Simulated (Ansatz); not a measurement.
A run of Ansatz 0.2.0 is set up as follows.

Contents of input.yaml:

```yaml
crystal:
  lattice:
    - [5.5822227355, 0.0, 0.0]
    - [-2.7911113678, 4.8343466985, 0.0]
    - [0.0, 0.0, 6.08246788]
  atoms:
    - { symbol: Ti, position: [0.46693675, 0.0, 0.3333333333] }
    - { symbol: Ti, position: [0.0, 0.46693675, 0.6666666667] }
    - { symbol: Ti, position: [0.53306325, 0.53306325, 0.0] }
    - { symbol: O, position: [0.58106572, 0.85143318, 0.1206639333] }
    - { symbol: O, position: [0.72963254, 0.14856682, 0.5460027333] }
    - { symbol: O, position: [0.27036746, 0.41893428, 0.7873306] }
    - { symbol: O, position: [0.85143318, 0.58106572, 0.8793360667] }
    - { symbol: O, position: [0.14856682, 0.72963254, 0.4539972667] }
    - { symbol: O, position: [0.41893428, 0.27036746, 0.2126694] }
hamiltonian:
  xc: blyp
  pseudopotentials: { kind: paw }
  dispersion: d3bj
kpoints:
  mp_grid: { grid: [6, 6, 5] }
scf:
  occupations: { method: fermi_dirac, width: 0.05 }
output:
  forces: true
  stress: true
  eigenvalues: true
relax:
  f_tol: 0.01
  max_steps: 40
  cell: { stress_tol: 0.05 }
```

Potentials or basis: Ansatz PAW.

Run with:

```sh
$ ansatz run input.yaml --threads 4 --pin off --max-ram 11264MiB --backend cpu --events-out ev --progress --plain --runs-dir out
```

What does it give for the space group after relaxing (to 0.05 Å)?

P3_121 (No. 152).

Estimate the relaxed cell.

a = 5.312 Å, b = 5.312 Å, c = 5.830 Å, α = 90.00°, β = 90.00°, γ = 120.00°.

Predict the band gap on the k mesh.

3.57 eV, indirect (least direct gap 3.73 eV).

What does it give for the relaxed volume?

15.83 Å³/atom.

Step by step:
| step | energy change (eV) | largest force (eV/Å) | volume (Å³) |
| --- | --- | --- | --- |
| 1 | 0.0000 | 0.1850 | 164.14 |
| 2 | -0.0280 | 0.1370 | 162.66 |
| 3 | -0.1368 | 0.1854 | 151.30 |
| 4 | -0.1793 | 0.0285 | 145.99 |
| 5 | -0.1790 | 0.0043 | 146.13 |
| 6 | -0.1436 | 0.0043 | 146.13 |
| 7 | -0.1589 | 0.0036 | 143.08 |
| 8 | -0.1488 | 0.0032 | 143.08 |
| 9 | -0.1513 | 0.0017 | 142.47 |
| 10 | -0.1489 | 0.0017 | 142.47 |

Caveat: odd divisions of the mesh miss points on the zone boundary, where band edges often lie, so the gap on the mesh can be too wide; the plane-wave basis is chosen anew once the cell has moved, so the energies of steps on either side of that aren't comparable; the pressure holds a Pulay correction of +0.6 GPa for the finite cutoff; the PAW data sets come from PBE, with cores solved anew for the run's functional, which leaves a small shift of forces and pressure. A k mesh can miss the band edges.
